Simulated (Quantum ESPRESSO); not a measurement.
# AlO under changes of volume

One of the cells (10.618 Å³/atom); the others are scaled copies at fixed shape and fractional positions:

```
Al O
1.0
     2.76919    0.00000    0.00000
     0.00000    2.76919    0.00000
     0.00000    0.00000    2.76919
Al O
1 1
Direct
  0.50000 0.50000 0.50000
  0.00000 0.00000 0.00000
```

The cell was built by a generator and needn't be a form met in nature.

- Program: Quantum ESPRESSO 7.5
- Functional: PBE
- Dispersion: D3(BJ)
- Potentials or basis: PseudoDojo 0.4.1 SR PBE standard
- Cutoff: 1143 eV
- Density cutoff: 4572 eV
- k mesh: 10 × 10 × 10
- Occupations: fermi-dirac, width 0.05 eV
- Spin: no spin polarisation

```tsv
volume (Å³/atom)	energy over the lowest point (meV/atom)	pressure (GPa)
9.981	?	?
10.193	0.47	1.8
10.405	0.00	-1.0
10.618	3.12	-3.6
10.830	9.53	-6.0
11.042	18.91	-8.1
11.255	30.98	-10.0
```

Question: What does the run at 9.981 Å³/atom give?

Answer: Energy over the lowest point 4.84 meV/atom; pressure 5.0 GPa.

Worked out: A Birch-Murnaghan fit of order 3 (a polynomial in V^(-2/3)) to the other rows has its minimum at 10.33 Å³/atom with B0 = V·E''(V) = 138 GPa and B' = 3.9. It gives 4.96 meV/atom at 9.981 Å³/atom, against the run's 4.84, and -dE/dV = 5.0 GPa, against 5.0.

Energies are extrapolated to zero smearing.

Caveats: an odd number of electrons without spin polarisation forces a metal; a magnetic or distorted state may lie lower; pairwise dispersion overbinds metals, which lowers pressure and volume.
